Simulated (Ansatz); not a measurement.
# GaSb (CsCl type): the cost of one run

Computed with Ansatz 0.2.0 (DFT PBE, with the methods named in each step, unless a step's input says otherwise).

### Step 1. The starting structure

The structure is cubic, space group Pm-3m (No. 221). The conventional cell has a = 3.612 Å, b = 3.612 Å, c = 3.612 Å, α = 90.00°, β = 90.00°, γ = 90.00°. Around Ga (site symmetry m-3m) lie 8 Sb at 3.13 Å. Sb (site symmetry m-3m) is surrounded by 8 Ga at 3.13 Å.

Structure file:

```cif
data_structure
_symmetry_space_group_name_H-M 'P 1'
_symmetry_Int_Tables_number 1
_cell_length_a 3.6122
_cell_length_b 3.6122
_cell_length_c 3.6122
_cell_angle_alpha 90.000
_cell_angle_beta 90.000
_cell_angle_gamma 90.000
_cell_volume 47.13
loop_
_atom_site_label
_atom_site_type_symbol
_atom_site_fract_x
_atom_site_fract_y
_atom_site_fract_z
_atom_site_occupancy
Ga1 Ga 0.00000 0.00000 0.00000 1
Sb1 Sb 0.50000 0.50000 0.50000 1
```

Whether this phase is the stable one at these pressures isn't tested.

Atoms are numbered in the order of the input: Ga1, Sb2.

### Step 2. The reference volume, LAPW

Contents of input.yaml:

```yaml
crystal:
  lattice:
    - [3.6122003626, 0.0, 0.0]
    - [0.0, 3.6122003626, 0.0]
    - [0.0, 0.0, 3.6122003626]
  atoms:
    - { symbol: Ga, position: [0.0, 0.0, 0.0] }
    - { symbol: Sb, position: [0.5, 0.5, 0.5] }
kpoints:
  mp_grid: { grid: [13, 13, 13] }
  band_path:
    path:
      - [0.0, 0.0, 0.0]
      - [0.0, 0.5, 0.0]
      - [0.5, 0.5, 0.0]
      - [0.0, 0.0, 0.0]
      - [0.5, 0.5, 0.5]
      - [0.0, 0.5, 0.0]
      - [0.5, 0.5, 0.5]
      - [0.5, 0.5, 0.0]
    npoints: 14
scf:
  occupations: { method: fermi_dirac, width: 0.1 }
hamiltonian:
  xc: pbe
  pseudopotentials: { kind: all_electron, lapw: { basis_error: 0.001 } }
output:
  forces: true
  stress: true
  eigenvalues: true
  populations: true
  dos: { projected: true, de: 0.2, e_range: [-14, 8] }
```

Run with:

```sh
ansatz run input.yaml --threads 1 --pin off --max-ram 2048MiB --backend cpu --events-out ev --progress --plain --runs-dir out
```

What time and memory should one allow on 1 thread of Intel Xeon Platinum 8488C (Sapphire Rapids), shared host?

About 16 s, with a peak of 0.41 GiB.
